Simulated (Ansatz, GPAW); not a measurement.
**MgS: programs and potentials compared**

```
CELL_PARAMETERS angstrom
0.00000 2.83312 2.83312
2.83312 0.00000 2.83312
2.83312 2.83312 0.00000
ATOMIC_POSITIONS crystal
S 0.25000 0.25000 0.25000
Mg 0.00000 0.00000 0.00000
```

The cell comes from a database or a generator and needn't be the stable form of this composition.

Alike in all runs: task single point; functional LDA; k mesh 8 × 8 × 8; occupations gaussian, width 0.02 eV; no spin polarisation; no spin-orbit coupling. LDA stands for any of its common fits. Pressure is positive in compression and, in plane waves, holds the error of the finite cutoff, which Ansatz's Pulay term estimates and takes out.

```json
{"program and potentials": "Ansatz, Ansatz PAW", "plane-wave cutoff (eV)": "420", "notes": "potentials made for PBE, which Ansatz adapts in part", "band gap (eV)": "3.17", "pressure (GPa)": "-2.19"}
{"program and potentials": "Ansatz, all-electron LAPW, scalar-relativistic", "plane-wave cutoff (eV)": "-", "notes": "-", "band gap (eV)": "3.17", "pressure (GPa)": "-2.17"}
{"program and potentials": "GPAW, the program's PAW data sets (release 1.2.1) made for this functional", "plane-wave cutoff (eV)": "800", "notes": "-", "band gap (eV)": "3.17", "pressure (GPa)": "-2.19"}
```

All agree on the band gap. The pressure spans -2.19 (GPAW, the program's PAW data sets (release 1.2.1) made for this functional) to -2.17 GPa (Ansatz, all-electron LAPW, scalar-relativistic), with all-electron results at -2.17.

Differences between rows come from potentials, basis sets and numerical settings, since the functional is the same but for its coding. Runs on potential files found faulty are left out.

The three treatments give the same gap and nearly the same pressure, so the description of the core and the choice of basis hardly matter here. That is plausible for two light elements with no d or f electrons in the valence shell: the bonding is largely ionic, with filled S 3p states forming the upper valence band and empty states of mainly cation s and anion s character at the bottom of the conduction band.

The negative pressure means that this zinc-blende cell is stretched relative to its LDA equilibrium and would contract on relaxation. This fits the usual overbinding of LDA and suggests that the lattice constant came from experiment or from a functional that binds less strongly.

The shared gap of 3.17 eV is well below the known optical gap of zinc-blende MgS, as expected from Kohn-Sham eigenvalues in LDA, which lack the derivative discontinuity. Agreement between programs therefore supports the numerical precision of the gap, not its physical accuracy. Nothing here ranks this structure against rock salt, the usual form of MgS.
